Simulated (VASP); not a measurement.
A run of VASP 6.6.1 is set up as follows.

POSCAR

```
GaAs
1.0
    0.0000000000      2.8268500000      2.8268500000
    2.8268500000      0.0000000000      2.8268500000
    2.8268500000      2.8268500000      0.0000000000
As Ga
1 1
Direct
    0.7500000000      0.7500000000      0.7500000000
    0.0000000000      0.0000000000      0.0000000000
```

Contents of INCAR.step1:

```
SYSTEM = GaAs
PREC = Accurate ; ENCUT = 900
EDIFF = 1E-6 ; ISMEAR = -1
SIGMA = 0.05 ; LREAL = .FALSE.
LASPH = .TRUE. ; NELM = 80
ALGO = Normal ; ISIF = 2
LWAVE = .FALSE. ; LCHARG = .TRUE.
GGA = PE
```

KPOINTS.step1

```
regular mesh
0
G
  8 8 8
  0 0 0
```

The input INCAR.step2:

```
SYSTEM = GaAs
PREC = Accurate ; ENCUT = 900
EDIFF = 1E-6 ; ISMEAR = 0
SIGMA = 0.05 ; LREAL = .FALSE.
LASPH = .TRUE. ; NELM = 80
ALGO = Normal ; ISIF = 2
LWAVE = .FALSE. ; LCHARG = .FALSE.
GGA = PE ; ICHARG = 11
```

The input KPOINTS.step2:

```
path GXWKGLUWLK,UX
10
line-mode
reciprocal
 0.0000000000  0.0000000000  0.0000000000  G
 0.5000000000  0.0000000000  0.5000000000  X

 0.5000000000  0.0000000000  0.5000000000  X
 0.5000000000  0.2500000000  0.7500000000  W

 0.5000000000  0.2500000000  0.7500000000  W
 0.3750000000  0.3750000000  0.7500000000  K

 0.3750000000  0.3750000000  0.7500000000  K
 0.0000000000  0.0000000000  0.0000000000  G

 0.0000000000  0.0000000000  0.0000000000  G
 0.5000000000  0.5000000000  0.5000000000  L

 0.5000000000  0.5000000000  0.5000000000  L
 0.6250000000  0.2500000000  0.6250000000  U

 0.6250000000  0.2500000000  0.6250000000  U
 0.5000000000  0.2500000000  0.7500000000  W

 0.5000000000  0.2500000000  0.7500000000  W
 0.5000000000  0.5000000000  0.5000000000  L

 0.5000000000  0.5000000000  0.5000000000  L
 0.3750000000  0.3750000000  0.7500000000  K

 0.6250000000  0.2500000000  0.6250000000  U
 0.5000000000  0.0000000000  0.5000000000  X
```

Potentials or basis: VASP PAW PBE potentials, release 64 (As, Ga_h).

The run is started by

```bash
$ cat potpaw_PBE.64/As/POTCAR potpaw_PBE.64/Ga_h/POTCAR > POTCAR
$ cp INCAR.step1 INCAR
$ cp KPOINTS.step1 KPOINTS
$ mpirun -np 1 vasp_std > vasp.out
$ cp INCAR.step2 INCAR
$ cp KPOINTS.step2 KPOINTS
$ mpirun -np 1 vasp_std > vasp.out
```

Problem. Estimate the band gap on the k mesh.

Solution. 0.52 eV, direct.

Problem. Predict the band gap along the path.

Solution. 0.52 eV, direct.

Levels at the corners of the path, in eV from the valence-band top:
```tsv
point	band 5	band 6	band 7	band 8	band 9	band 10	band 11	band 12	band 13
Γ	-14.71	-12.73	0.00	0.00	0.00	0.52	3.73	3.73	3.73
X	-14.69	-10.22	-6.82	-2.68	-2.68	1.46	1.65	10.16	10.16
X	-14.69	-10.22	-6.82	-2.68	-2.68	1.46	1.65	10.16	10.17
W	-14.70	-10.16	-6.63	-3.54	-3.35	4.62	4.72	5.41	6.03
W	-14.70	-10.16	-6.63	-3.54	-3.35	4.62	4.72	5.41	6.03
K	-14.70	-10.26	-6.63	-3.86	-2.26	1.96	4.63	7.95	8.05
K	-14.70	-10.26	-6.63	-3.86	-2.26	1.96	4.63	7.95	8.05
Γ	-14.71	-12.73	0.00	0.00	0.00	0.52	3.73	3.73	3.73
Γ	-14.71	-12.73	0.00	0.00	0.00	0.52	3.73	3.73	3.73
L	-14.70	-10.96	-6.64	-1.14	-1.14	1.00	4.63	4.63	7.75
L	-14.70	-10.96	-6.64	-1.14	-1.14	1.00	4.63	4.63	7.75
U	-14.70	-10.26	-6.63	-3.86	-2.26	1.96	4.63	7.95	8.05
U	-14.70	-10.26	-6.63	-3.86	-2.26	1.96	4.63	7.95	8.05
W	-14.70	-10.16	-6.63	-3.54	-3.35	4.62	4.72	5.41	6.03
W	-14.70	-10.16	-6.63	-3.54	-3.35	4.62	4.72	5.41	6.03
L	-14.70	-10.96	-6.64	-1.14	-1.14	1.00	4.63	4.63	7.75
L	-14.70	-10.96	-6.64	-1.14	-1.14	1.00	4.63	4.63	7.75
K	-14.70	-10.26	-6.63	-3.86	-2.26	1.96	4.63	7.95	8.05
U	-14.70	-10.26	-6.63	-3.86	-2.26	1.96	4.63	7.95	8.05
X	-14.69	-10.22	-6.82	-2.68	-2.68	1.46	1.65	10.16	10.17
```

Caveat: the log is that of the step along the path at fixed density, whose energy, stress, charges and moments have no meaning.

**The experiment to reproduce.**

From “Evidence of valence band perturbations in GaAsN/GaAs(001): A combined variable-angle spectroscopic ellipsometry and modulated photoreflectance investigation”, 2008, arxiv:0805.2212, for a bulk crystal of GaAs at 300 K: band gap 1.412 ± 0.01 eV (direct).

A measured gap of GaAs is 1.412 eV (direct; 300 K; “Evidence of valence band perturbations in GaAsN/GaAs(001): A combined variable-angle spectroscopic ellipsometry and modulated photoreflectance investigation”, 2008, arxiv:0805.2212); the calculated 0.52 eV misses it by -0.89 eV. 3 values of this kind are on record (1.412 to 1.51 eV); this one was drawn at random among those near their median, those with a stated uncertainty first. Spin-orbit coupling on As, Ga is left out. The value is that of PBE, without temperature or zero-point motion. Semilocal functionals fall short of measured gaps as a rule.
